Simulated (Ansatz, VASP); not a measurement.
**One calculation of GaCo, two programs**

Contents of INCAR:

```
PREC = Accurate
ENCUT = 520
EDIFF = 1E-6
ISMEAR = 0
SIGMA = 0.15
LREAL = F
LASPH = T
NELM = 100
ALGO = Fast
ISIF = 2
LWAVE = F
LCHARG = F
GGA = PS
NBANDS = 18
```

The input KPOINTS:

```
regular mesh
0
Gamma
  16 16 16
```

The input POSCAR:

```
GaCo
1.0
    2.7677760000      0.0000000000      0.0000000000
    0.0000000000      2.7677760000      0.0000000000
    0.0000000000      0.0000000000      2.8831000000
Ga Co
1 1
Direct
    0.5000000000      0.5000000000      0.5000000000
    0.0000000000      0.0000000000      0.0000000000
```

Input for Ansatz:

```yaml
crystal:
  lattice:
    - [2.767776, 0.0, 0.0]
    - [0.0, 2.767776, 0.0]
    - [0.0, 0.0, 2.8831]
  atoms:
    - { symbol: Ga, position: [0.5, 0.5, 0.5] }
    - { symbol: Co, position: [0.0, 0.0, 0.0] }
basis:
  ecutwfc: 420
kpoints:
  mp_grid: { grid: [16, 16, 16] }
hamiltonian:
  xc: pbesol
scf:
  occupations: { method: gaussian, width: 0.15 }
output:
  forces: true
  stress: true
  eigenvalues: true
```

Change from the starting cell: strain -0.040 along x and y, +0.000 along z, atoms carried along.

Alike in both runs: task single point; functional PBEsol; k mesh 16 × 16 × 16; occupations gaussian, width 0.15 eV; no spin polarisation.

|  | VASP | Ansatz |
| --- | --- | --- |
| version | VASP 6.6.1 | Ansatz 0.2.0 |
| potentials or method | VASP PAW PBE potentials, release 64 (Ga_d, Co) | scalar-relativistic, plane waves, PAW |
| plane-wave cutoff (eV) | 520 | 420 |
| valence electrons in the cell | 22 | 30 |

```tsv
	VASP	Ansatz	Ansatz less VASP
gap on the k mesh at the Fermi level (eV)	none	none	-
pressure (GPa)	8.0	8.1	+0.10
largest component of the traceless stress (GPa)	1.30	1.28	-0.021
```

A gap of «none» marks a metal or a gap that the smearing closes. The two sets of potentials don't hold the same shells in valence.

Caveats: the PAW data sets were made with another functional, which shifts forces and pressure a little (VASP). Spin polarisation is off, so any magnetic state and its effect on volume and gap are missing.
